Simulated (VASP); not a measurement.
Write the native input for VASP 6.6.1 that does the following.

| Item | Value |
| --- | --- |
| Task | single point |
| Functional | PBEsol |
| Potentials or basis | VASP PAW PBE potentials, release 64 (Al, O) |
| Cutoff | 520 eV |
| k mesh | 9 × 9 × 4 |
| Occupations | gaussian, width 0.05 eV |
| Spin | no spin polarisation |
| Dipole correction | no |
| Further INCAR settings | ALGO = Normal; EDIFF = 1e-06; NBANDS = 20 |

The structure of Al2O3 lies in POSCAR:

```
Al2O3
1.0
    2.8843249483      0.0000000000      0.0000000000
   -1.4421624742      2.4978986780      0.0000000000
    0.0000000000      0.0000000000      9.3367544600
Al O
2 3
Direct
    0.0000000000      0.0000000000      0.1499923300
    0.0000000000      0.0000000000      0.8500076700
    0.3333333333      0.6666666667      0.2223169200
    0.6666666667      0.3333333333      0.0000000000
    0.3333333333      0.6666666667      0.7776830800
```

Measurements of this composition are mostly on another form, of space group No. 167.

These files were run (other wordings do the same):

INCAR

```
PREC = Accurate
ENCUT = 520
EDIFF = 1E-6
ISMEAR = 0
SIGMA = 0.05
LREAL = F
LASPH = T
NELM = 60
ALGO = Normal
ISIF = 2
LWAVE = F
LCHARG = F
GGA = PS
NBANDS = 20
```

KPOINTS

```
regular mesh
0
Gamma
  9 9 4
```

Potentials or basis: VASP PAW PBE potentials, release 64 (Al, O).

Command:

```bash
$ cat potpaw_PBE.64/Al/POTCAR potpaw_PBE.64/O/POTCAR > POTCAR
$ mpirun -np 1 vasp_std > vasp.out
```

Results of the run:

| Item | Value |
| --- | --- |
| Pressure | -2.8 GPa |
| Largest force | 0.143 eV/Å |
| Band gap on the k mesh | 4.73 eV, indirect (least direct gap 4.98 eV) |

Caveat: the PAW data sets were made with another functional, which shifts forces and pressure a little; an odd mesh through Γ misses points on the zone boundary, where band edges often lie.

Wall time 18 s on 1 thread of Intel(R) Xeon(R) 6975P-C (Granite Rapids), with other jobs on the host, peak memory 0.2 GiB.
